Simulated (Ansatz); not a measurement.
## MgO at 25 GPa: from Born charge to LO–TO splitting and polaron coupling

Theory: Ansatz 0.2.0, DFT PBEsol, scalar-relativistic, plane waves, PAW. Settings: 420 eV plane-wave cutoff, Γ-centred 10×10×10 mesh, fixed occupations. No spin polarisation. Phonons by linear response, acoustic sum rule imposed.

The cell, relaxed at 25 GPa:
```xyz
2
Lattice="0.0000 2.0223 2.0223 2.0223 0.0000 2.0223 2.0223 2.0223 0.0000" Properties=species:S:1:pos:R:3 pbc="T T T"
Mg    0.0000    0.0000    0.0000
O     2.0223    2.0223    2.0223
```

Linear response gives ν_TO = 505.0 cm⁻¹, Born charges ±1.929 e (positive on Mg) and ε∞ = 3.121. The primitive cell holds 16.542 Å³, and the masses are 24.305 and 15.999 amu.

Question: Find ν_LO and the static dielectric constant.

Answer: The long-wave field adds a restoring force: ω_LO² − ω_TO² = Z*²e²/(ε_vac ε∞ μV). In these units ν_LO² − ν_TO² = 4.92064×10⁷ Z*²/(μ V ε∞) cm⁻², with μ = m₁m₂/(m₁ + m₂) = 9.648 amu: 367621 cm⁻². So ν_LO = √(505.0² + 367621) = 789.1 cm⁻¹, and the run gives 789.1. Lyddane–Sachs–Teller then gives ε0 = ε∞ (ν_LO/ν_TO)² = 7.62, against 7.62 in the run (it forms both from the same three quantities, so the match checks the arithmetic only). Between ν_TO and ν_LO the dielectric function is negative and an undamped crystal reflects fully: a reststrahlen band from 12.7 to 19.8 μm.

Question: What do the Clausius–Mossotti polarisability and the Szigeti charge come to?

Answer: With the Lorentz local field, α = (3V/4π)(ε∞ − 1)/(ε∞ + 2) = 1.64 Å³ for the pair, and e_S = 3Z*/(ε∞ + 2) = 1.13 e. The Born charge includes the electrons' response to the dipole's own local field, and e_S takes that enhancement out. The Lorentz field assumes point-like polarisable ions, a fair picture at this small ε∞.

Question: How strongly does a slow electron couple to the LO mode?

Answer: For one isotropic parabolic band, Fröhlich's constant is α_F = (1/ε∞ − 1/ε0) √(m* Ry/ħω_LO), with Ry = 13.606 eV, ħω_LO = 97.8 meV and m* in free-electron masses: α_F = 0.1892 × 11.79 × √m* = 2.23 √m*. The band mass isn't part of this run; for m* = 0.1, 0.3 and 1 it gives 0.71, 1.22, 2.23. In weak coupling the polaron lies α_F ħω_LO below the band edge (120 meV at m* = 0.3) with a mass m*(1 + α_F/6); past α_F of about 5 or 6 that expansion fails. A semilocal functional's ε∞ tends to be too large, which taken alone lowers α_F.

Cost: 1 run of about 0.099 core-minutes, on Intel Xeon Platinum 8488C (Sapphire Rapids) (shared hosts).

The dynamical charge of 1.929 e lies close to the nominal ionic value, as expected for a closed-shell oxide with filled O 2p and empty Mg 3s states. The wide separation between 505.0 and 789.1 cm⁻¹ follows from that large charge acting on light ions in a small cell, with only weak electronic screening of the long-range field. The same polar displacement supplies more than half of the static dielectric constant, so the lattice screens slow charges more strongly than the electrons do. The reduced charge of 1.13 e doesn't imply half-covalent bonding: it also reflects the deformation of the ions' electron clouds by short-range overlap as the sublattices move, and isn't a static ionic charge.

For electrons, the coupling is weak to intermediate over the masses considered, which suggests a large, mobile polaron if the conduction band is light, as its s-like character would favour. This doesn't carry over to holes, whose degenerate, flatter O 2p bands fall outside the single-band picture and may favour localisation.
